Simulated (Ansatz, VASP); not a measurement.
This is a calculation of CoO for Ansatz 0.2.0.

File input.yaml:

```yaml
crystal:
  lattice:
    - [2.82845, 0.0, 0.0]
    - [-1.41423, 2.44951, 0.0]
    - [0.0, 0.0, 2.72172]
  atoms:
    - { symbol: Co, position: [0.0, 0.0, 0.5], spin: 2.0 }
    - { symbol: O, position: [0.66667, 0.33333, 0.0] }
hamiltonian:
  xc: pbe
  pseudopotentials: { kind: paw }
magnetization:
  spin_polarized: true
kpoints:
  mp_grid: { grid: [8, 8, 7] }
scf:
  occupations: { method: fermi_dirac, width: 0.05 }
output:
  forces: true
  stress: true
  eigenvalues: true
relax:
  f_tol: 0.01
  max_steps: 40
  cell: { stress_tol: 0.05 }
```

Potentials or basis: Ansatz PAW.

Command:

```sh
$ ansatz run input.yaml --threads 2 --pin off --max-ram 5632MiB --backend cpu --events-out ev --progress --plain --runs-dir out
```

Problem. Set up the same calculation for VASP 6.6.1. Potentials there: VASP PAW PBE potentials, release 64 (Co, O).

Solution. As run (the cutoff follows the program's own potentials):

Contents of INCAR:

```
SYSTEM = CoO
ALGO = Fast ; EDIFF = 1E-6
EDIFFG = -0.01 ; ENCUT = 600
GGA = PE ; IBRION = 2
ISIF = 3 ; ISMEAR = -1
ISPIN = 2 ; LASPH = .True.
LCHARG = .False. ; LMAXMIX = 4
LORBIT = 11 ; LREAL = .False.
LWAVE = .False. ; MAGMOM = 2 0
NELM = 120 ; NSW = 60
PREC = Accurate ; SIGMA = 0.05
```

KPOINTS

```
k-points
0
Gamma
  8 8 7
  0 0 0
```

POSCAR

```
CoO
1.0
    2.8284500000      0.0000000000      0.0000000000
   -1.4142300000      2.4495100000      0.0000000000
    0.0000000000      0.0000000000      2.7217200000
Co O
1 1
Direct
    0.0000000000      0.0000000000      0.5000000000
    0.6666700000      0.3333300000      0.0000000000
```

Potentials or basis: VASP PAW PBE potentials, release 64 (Co, O).

Command:

```sh
$ cat potpaw_PBE.64/Co/POTCAR potpaw_PBE.64/O/POTCAR > POTCAR
$ mpirun -np 1 vasp_std > vasp.out
```

Both were run:

|  | VASP | Ansatz | Ansatz less VASP |
| --- | --- | --- | --- |
| gap on the k mesh at the Fermi level, each at its own relaxed structure (eV) | none | none | - |
| net moment per atom (μB) | 1.50 | 1.50 | 0.000 |
| size of the moment on the site where the two differ most (μB) | 2.55 | 2.50 | -0.044 |
| relaxed volume (Å³/atom) | 9.40 | 9.43 | +0.032 |
| relaxed cell length with the largest relative difference (Å) | 2.712 | 2.719 | +0.0066 |

Site moments also hang on the region over which each program counts them. A gap of «none» marks a metal or a gap that the smearing closes. The two sets of potentials don't hold the same shells in valence.

Caveats: a cell with one magnetic atom can't hold antiferromagnetic order, which such compounds often take; semilocal functionals often make such compounds metallic where correlation or magnetic order opens a gap, which also shifts bond lengths; the plane-wave basis is chosen anew once the cell has moved, so the energies of steps on either side of that aren't comparable (Ansatz); the pressure holds a Pulay correction of +0.7 GPa for the finite cutoff (Ansatz). With open d or f shells a metallic result of PBE can be an artefact of self-interaction; +U or a hybrid may open a gap.
